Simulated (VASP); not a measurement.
# CoSi2 (Fm-3m) in VASP: single point with PBE

Aim: the single point of CoSi2 with PBE.

Everything below comes from runs of VASP 6.6.1. Logs are shortened: lines on timing, memory, paths and dates and some standing lists are left out, and cuts for length are marked.

### Step 1. Starting point

It takes space group Fm-3m (No. 225, cubic). Conventional cell: a = 5.356 Å, b = 5.356 Å, c = 5.356 Å, α = 90.00°, β = 90.00°, γ = 90.00°. Co (site symmetry m-3m) is surrounded by 8 Si at 2.32 Å. Around Si (site symmetry -43m) lie 4 Co at 2.32 Å.

### Step 2. Single point, PBE

Contents of INCAR:

```
SYSTEM = CoSi2
PREC = Accurate ; ENCUT = 520
EDIFF = 1E-6 ; ISMEAR = 0
SIGMA = 0.1 ; LREAL = .False.
LASPH = .True. ; NELM = 80
ALGO = Normal ; ISIF = 2
LWAVE = .False. ; LCHARG = .False.
GGA = PE ; NBANDS = 16
```

Contents of KPOINTS:

```
Automatic mesh
0
Gamma
  6 6 6
  0 0 0
```

Contents of POSCAR:

```
CoSi2
1.0
    0.0000000000      2.6780000000      2.6780000000
    2.6780000000      0.0000000000      2.6780000000
    2.6780000000      2.6780000000      0.0000000000
Co Si
1 2
Direct
    0.0000000000      0.0000000000      0.0000000000
    0.2500000000      0.2500000000      0.2500000000
    0.7500000000      0.7500000000      0.7500000000
```

Potentials or basis: VASP PAW PBE potentials, release 64 (Co, Si).

Launch:

```console
> cat potpaw_PBE.64/Co/POTCAR potpaw_PBE.64/Si/POTCAR > POTCAR
> mpirun -np 1 vasp_std > vasp.out
```

OUTCAR:

```text
SYSTEM = CoSi2
   PREC = Accurate
   ENCUT = 520
   EDIFF = 1E-6
   ISMEAR = 0
   LREAL = .False.
   LASPH = .True.
   NELM = 80
   ISIF = 2
   GGA = PE

 ion  position               nearest neighbor table
   1  0.000  0.000  0.000-   3 2.32   2 2.32   3 2.32   2 2.32   3 2.32   3 2.32   2 2.32   2 2.32

   2  0.250  0.250  0.250-   1 2.32   1 2.32   1 2.32   1 2.32   3 2.68   3 2.68   3 2.68   3 2.68
                             3 2.68   3 2.68
   3  0.750  0.750  0.750-   1 2.32   1 2.32   1 2.32   1 2.32   2 2.68   2 2.68   2 2.68   2 2.68
                             2 2.68   2 2.68

  LATTYP: Found a face centered cubic cell.
 ALAT       =     5.3560000000

  Lattice vectors:

 A1 = (   0.0000000000,   2.6780000000,   2.6780000000)
 A2 = (   2.6780000000,   0.0000000000,   2.6780000000)
 A3 = (   2.6780000000,   2.6780000000,   0.0000000000)

Analysis of symmetry for initial positions (statically):
=====================================================================
 Subroutine PRICEL returns:
 Original cell was already a primitive cell.

 Routine SETGRP: Setting up the symmetry group for a
 face centered cubic supercell.

 Subroutine GETGRP returns: Found 48 space group operations
 (whereof 48 operations were pure point group operations)
 out of a pool of 48 trial point group operations.

The static configuration has the point symmetry O_h .

Analysis of symmetry for dynamics (positions and initial velocities):
=====================================================================
 Subroutine PRICEL returns:
 Original cell was already a primitive cell.

 Routine SETGRP: Setting up the symmetry group for a
 face centered cubic supercell.

 Subroutine GETGRP returns: Found 48 space group operations
 (whereof 48 operations were pure point group operations)
 out of a pool of 48 trial point group operations.

The dynamic configuration has the point symmetry O_h .

 Subroutine INISYM returns: Found 48 space group operations
 (whereof 48 operations are pure point group operations),
 and found     1 'primitive' translations

----------------------------------------------------------------------------------------

                                     Primitive cell

  volume of cell :      38.4115

  direct lattice vectors                    reciprocal lattice vectors
     0.000000000  2.678000000  2.678000000    -0.186706497  0.186706497  0.186706497
     2.678000000  0.000000000  2.678000000     0.186706497 -0.186706497  0.186706497
     2.678000000  2.678000000  0.000000000     0.186706497  0.186706497 -0.186706497

  length of vectors
     3.787263920  3.787263920  3.787263920     0.323385140  0.323385140  0.323385140

  position of ions in fractional coordinates (direct lattice)
     0.000000000  0.000000000  0.000000000
     0.250000000  0.250000000  0.250000000
     0.750000000  0.750000000  0.750000000

  ion indices of the primitive-cell ions
   primitive index   ion index
                 1           1
                 2           2
                 3           3

----------------------------------------------------------------------------------------

 KPOINTS: Automatic mesh

Automatic generation of k-mesh.
 Grid dimensions read from file:
 generate k-points for:    6    6    6

 Generating k-lattice:

  Cartesian coordinates                     Fractional coordinates (reciprocal lattice)
    -0.031117750  0.031117750  0.031117750     0.166666667  0.000000000  0.000000000
     0.031117750 -0.031117750  0.031117750     0.000000000  0.166666667  0.000000000
     0.031117750  0.031117750 -0.031117750     0.000000000  0.000000000  0.166666667

  Length of vectors
     0.053897523  0.053897523  0.053897523

  Shift w.r.t. Gamma in fractional coordinates (k-lattice)
     0.000000000  0.000000000  0.000000000

 Subroutine IBZKPT returns following result:
 ===========================================

 Found     16 irreducible k-points:

 Following reciprocal coordinates:
            Coordinates               Weight
  0.000000  0.000000  0.000000      1.000000
  0.166667  0.000000  0.000000      8.000000
  0.333333  0.000000  0.000000      8.000000
  0.500000  0.000000  0.000000      4.000000
  0.166667  0.166667  0.000000      6.000000
  0.333333  0.166667  0.000000     24.000000
[... 8 lines left out ...]
 -0.333333  0.333333  0.166667     24.000000
 -0.333333  0.500000  0.166667     12.000000
   k-points           NKPTS =     16   k-points in BZ     NKDIM =     16   number of bands    NBANDS=     16
   number of dos      NEDOS =    301   number of ions     NIONS =      3
   total plane-waves  NPLWV =  21952
   dimension x,y,z NGX =    28 NGY =   28 NGZ =   28
   dimension x,y,z NGXF=    56 NGYF=   56 NGZF=   56
   ions per type =               1   2
   NGX,Y,Z   is equivalent  to a cutoff of  12.29, 12.29, 12.29 a.u.
   NGXF,Y,Z  is equivalent  to a cutoff of  24.58, 24.58, 24.58 a.u.
 SYSTEM =  CoSi2
   PREC   = accura    normal or accurate (medium, high low for compatibility)
   ISTART =      0    job   : 0-new  1-cont  2-samecut
   ICHARG =      2    charge: 1-file 2-atom 10-const
   ISPIN  =      1    spin polarized calculation?
   LNONCOLLINEAR =      F non collinear calculations
   LSORBIT =      F    spin-orbit coupling
   LASPH  =      T    aspherical Exc in radial PAW
   ENCUT  =  520.0 eV  38.22 Ry    6.18 a.u.   7.04  7.04  7.04*2*pi/ulx,y,z
   NELM   =     80;   NELMIN=  2; NELMDL= -5     # of ELM steps
   EDIFF  = 0.1E-05   stopping-criterion for ELM
   LREAL  =      F    real-space projection
   EDIFFG = 0.1E-04   stopping-criterion for IOM
   NSW    =      0    number of steps for IOM
   IBRION =     -1    ionic relax: 0-MD 1-quasi-New 2-CG
   NFREE  =      0    steps in history (QN), initial steepest desc. (CG)
   ISIF   =      2    stress and relaxation
   ISYM   =      2    0-nonsym 1-usesym 2-fastsym
   POTIM  = 0.5000    time-step for ionic-motion
   TEBEG  =    0.0;   TEEND  =   0.0 temperature during run
   PSTRESS=    0.0 pullay stress
   NELECT =      17.0000    total number of electrons
   NUPDOWN=      -1.0000    fix difference up-down
   EMIN   =  10.00;   EMAX   =-10.00  energy-range for DOS
   EFERMI =   0.00;   METHOD = LEGACY
   ISMEAR =     0;   SIGMA  =   0.10  broadening in eV -4-tet -1-fermi 0-gaus
   EFERMI_NEDOS =   21; number of points for ismear=-14 and -15
   IALGO  =     38    algorithm
   IMIX   =      4    mixing-type and parameters
     AMIX     =   0.40;   BMIX     =  1.00
     AMIX_MAG =   1.60;   BMIX_MAG =  1.00
  volume/ion in A,a.u.               =      12.80        86.40
  Fermi-wavevector in a.u.,A,eV,Ry     =   1.247586  2.357596 21.177078  1.556471
  Thomas-Fermi vector in A             =   2.381712
   LORBIT       =      0    0 simple, 1 ext, 2 COOP (PROOUT), +10 PAW based schemes
   GGA     = PE    functional components
   LHFCALC =     F    Hartree Fock is set to
   AEXX    =    0.0000 exact exchange contribution
   IVDW    =     0    specifies the selected vdW correction
   LEPSILON=     F    determine dielectric tensor
   LRPA    =     F    only Hartree local field effects (RPA)
 non-spin polarized calculation
 Gauss-broadening in eV      SIGMA  =   0.10
  energy-cutoff  :      520.00
  volume of cell :       38.41
 maximum number of plane-waves:      1056
   NGX = 15   NGY = 15   NGZ = 15

 number of electron      16.9999995 magnetization

 Free energy of the ion-electron system (eV)
  ---------------------------------------------------
  ext. energy  EPLUGINS =         0.00000000
  ---------------------------------------------------
  free energy    TOTEN  =       -19.29005596 eV

  energy without entropy =      -19.28132725  energy(sigma->0) =      -19.28569160

 E-fermi :  10.2225     XC(G=0): -11.7465

 val. band max:        9.8610344131   @ k =  -0.1667   0.1667   0.0000
 cond. band min:      10.2349711021   @ k =  -0.3333   0.1667   0.0000
 fundamental gap:      0.3739366889
 Fermi energy:        10.2225322603

 k-point     1 :       0.0000    0.0000    0.0000
  band No.  band energies     occupation
      1      -3.0322      2.00000
      2       6.0180      2.00000
      3       6.0180      2.00000
      4       6.0180      2.00000
      5       8.1907      2.00000
      6       8.1907      2.00000
[... 8 lines left out ...]
     15      15.7599      0.00000
     16      15.7599      0.00000

 k-point     2 :       0.1667    0.0000    0.0000
  band No.  band energies     occupation
      1      -2.6124      2.00000
      2       5.0555      2.00000
      3       6.1594      2.00000
      4       6.1594      2.00000
      5       8.0891      2.00000
      6       8.0891      2.00000
[... 8 lines left out ...]
     15      15.6610      0.00000
     16      16.4007      0.00000

 k-point     3 :       0.3333    0.0000    0.0000
  band No.  band energies     occupation
      1      -1.3874      2.00000
      2       2.9271      2.00000
      3       6.4227      2.00000
      4       6.4227      2.00000
      5       8.1164      2.00000
      6       8.1164      2.00000
[... 8 lines left out ...]
     15      18.0830      0.00000
     16      18.8159      0.00000

 k-point     4 :       0.5000    0.0000    0.0000
  band No.  band energies     occupation
      1       0.2844      2.00000
      2       0.8391      2.00000
      3       6.5136      2.00000
      4       6.5136      2.00000
      5       7.9253      2.00000
      6       8.4716      2.00000
[... 8 lines left out ...]
     15      20.4584      0.00000
     16      21.1927      0.00000

 k-point     5 :       0.1667    0.1667    0.0000
  band No.  band energies     occupation
      1      -2.4726      2.00000
      2       5.2008      2.00000
      3       6.0490      2.00000
      4       6.0490      2.00000
      5       7.6287      2.00000
      6       8.3275      2.00000
[... 8 lines left out ...]
     15      17.0970      0.00000
     16      17.0970      0.00000

 k-point     6 :       0.3333    0.1667    0.0000
  band No.  band energies     occupation
      1      -1.5164      2.00000
      2       3.8004      2.00000
      3       6.2047      2.00000
      4       6.2198      2.00000
      5       7.0731      2.00000
      6       8.4425      2.00000
[... 8 lines left out ...]
     15      19.3971      0.00000
     16      19.6494      0.00000
[... 115 lines left out ...]
 k-point    13 :       0.5000    0.5000    0.0000
  band No.  band energies     occupation
      1       1.0383      2.00000
      2       2.9028      2.00000
      3       3.6601      2.00000
      4       6.4337      2.00000
      5       6.4337      2.00000
      6       8.1432      2.00000
[... 8 lines left out ...]
     15      20.9938      0.00000
     16      22.3322      0.00000

 k-point    14 :       0.5000    0.3333    0.1667
  band No.  band energies     occupation
      1      -0.3374      2.00000
      2       3.0540      2.00000
      3       5.1764      2.00000
      4       5.8603      2.00000
      5       7.0044      2.00000
      6       7.9751      2.00000
[... 8 lines left out ...]
     15      19.8400      0.00000
     16      20.5747      0.00000

 k-point    15 :      -0.3333    0.3333    0.1667
  band No.  band energies     occupation
      1       1.3024      2.00000
      2       1.5629      2.00000
      3       4.8523      2.00000
      4       5.0735      2.00000
      5       7.3777      2.00000
      6       7.9203      2.00000
[... 8 lines left out ...]
     15      18.7930      0.00000
     16      22.4357      0.00000

 k-point    16 :      -0.3333    0.5000    0.1667
  band No.  band energies     occupation
      1       1.4670      2.00000
      2       2.6380      2.00000
      3       3.4315      2.00000
      4       4.9301      2.00000
      5       7.3616      2.00000
      6       8.0272      2.00000
[... 8 lines left out ...]
     15      20.9149      0.00000
     16      21.9331      0.00000

------------------------ aborting loop because EDIFF is reached ----------------------------------------

  FORCE on cell =-STRESS in cart. coord.  units (eV):
  Direction    XX          YY          ZZ          XY          YZ          ZX
  --------------------------------------------------------------------------------------
  -------------------------------------------------------------------------------------
  Total        0.0467005      0.0467005      0.0467005     -0.0000000      0.0000000     -0.0000000
  in kB        1.9479175      1.9479175      1.9479175     -0.0000000      0.0000000     -0.0000000
  external PRESSURE =       1.9479175 kB  Pullay stress =       0.0000000 kB

 VOLUME and BASIS-vectors are now :
 -----------------------------------------------------------------------------
  energy-cutoff  :      520.00
  volume of cell :       38.41
      direct lattice vectors                 reciprocal lattice vectors
     0.000000000  2.678000000  2.678000000    -0.186706497  0.186706497  0.186706497
     2.678000000  0.000000000  2.678000000     0.186706497 -0.186706497  0.186706497
     2.678000000  2.678000000  0.000000000     0.186706497  0.186706497 -0.186706497

 POSITION                                       TOTAL-FORCE (eV/Angst)
 -----------------------------------------------------------------------------------
      0.00000      0.00000      0.00000        -0.000000      0.000000      0.000000
      1.33900      1.33900      1.33900         0.000000      0.000000      0.000000
      4.01700      4.01700      4.01700        -0.000000     -0.000000     -0.000000
 -----------------------------------------------------------------------------------
    total drift:                               -0.000000     -0.000000      0.000000

  FREE ENERGIE OF THE ION-ELECTRON SYSTEM (eV)
  ---------------------------------------------------
  free  energy   TOTEN  =       -19.2900559572 eV

  energy  without entropy=      -19.2813272465  energy(sigma->0) =      -19.28569160
```

It took 8 s on 1 thread of Intel Xeon Platinum 8488C (Sapphire Rapids), shared host; peak memory 0.15 GiB.

Results:

- Free energy: -19.2901 eV
- Pressure: 0.2 GPa
- Band gap on the k mesh: none (metal or under the smearing width)

Spin polarisation is off, so any magnetic state and its effect on volume and gap are missing.
